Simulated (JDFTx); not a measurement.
The system is Cl.

```
Cl
1.0
     3.14500   -2.25000    0.00000
     3.14500    2.25000    0.00000
     0.00000    0.00000    8.21000
Cl
4
Direct
  0.37000 0.63000 0.40000
  0.13000 0.87000 0.90000
  0.63000 0.37000 0.60000
  0.87000 0.13000 0.10000
```

* Program: JDFTx 1.7.0 (patched build)
* Task: relaxation of cell and atoms
* Functional: PBE
* Dispersion: D3
* Potentials or basis: PseudoDojo-SR-PBE-0.5-standard with smoothed tails
* Cutoff: 789 eV
* Density cutoff: 6313 eV
* k mesh: 4 × 4 × 2
* Occupations: fermi-dirac, width 0.05 eV
* Spin: no spin polarisation

At the start: pressure -0.1 GPa; volume 29.05 Å³/atom.

Problem. How do energy, volume and symmetry change on relaxing?

Solution. Over 24 steps the energy falls by 6.9 meV/atom and the volume is 28.93 Å³/atom (-0.4 %); space group Cmce (No. 64, to 0.05 Å).

Step by step:
```
step  energy change (eV)  largest force (eV/Å)  pressure (GPa)  volume (Å³)
   1              0.0000                0.0808           -0.07       116.19
   2             -0.0049                0.0813            0.01       116.07
   3             -0.0124                0.2398           -0.52       115.80
   4             -0.0146                0.0832           -0.22       115.81
   5             -0.0156                0.0385            0.02       115.69
   6             -0.0164                0.0415            0.05       115.63
   7             -0.0186                0.0807            0.15       115.42
   8             -0.0211                0.0356            0.08       115.20
   9             -0.0223                0.0166            0.02       115.24
  10             -0.0229                0.0099           -0.04       115.40
  11             -0.0236                0.0505            0.09       115.26
  12             -0.0249                0.0785            0.20       114.97
  13             -0.0254                0.0776            0.25       114.75
  14             -0.0265                0.0456           -0.01       115.15
  15             -0.0268                0.0761           -0.12       115.35
  16             -0.0268                0.0759           -0.12       115.35
  17             -0.0271                0.0520           -0.07       115.33
  18             -0.0273                0.0102            0.02       115.32
  19             -0.0273                0.0082            0.03       115.33
  20             -0.0274                0.0063            0.03       115.39
  21             -0.0275                0.0189           -0.02       115.45
  22             -0.0275                0.0293           -0.07       115.59
  23             -0.0275                0.0296           -0.08       115.70
  24             -0.0276                0.0261           -0.08       115.74
```

Final structure:
```cif
data_structure
_symmetry_space_group_name_H-M 'P 1'
_symmetry_Int_Tables_number 1
_cell_length_a 3.9578
_cell_length_b 3.9578
_cell_length_c 8.1587
_cell_angle_alpha 90.000
_cell_angle_beta 90.000
_cell_angle_gamma 64.902
_cell_volume 115.74
loop_
_atom_site_label
_atom_site_type_symbol
_atom_site_fract_x
_atom_site_fract_y
_atom_site_fract_z
_atom_site_occupancy
Cl1 Cl 0.37705 0.62295 0.39360 1
Cl2 Cl 0.12295 0.87705 0.89360 1
Cl3 Cl 0.62295 0.37705 0.60641 1
Cl4 Cl 0.87705 0.12295 0.10641 1
```

Caveat: the k mesh is coarse (spacing up to 0.43 Å⁻¹), so the values aren't converged.
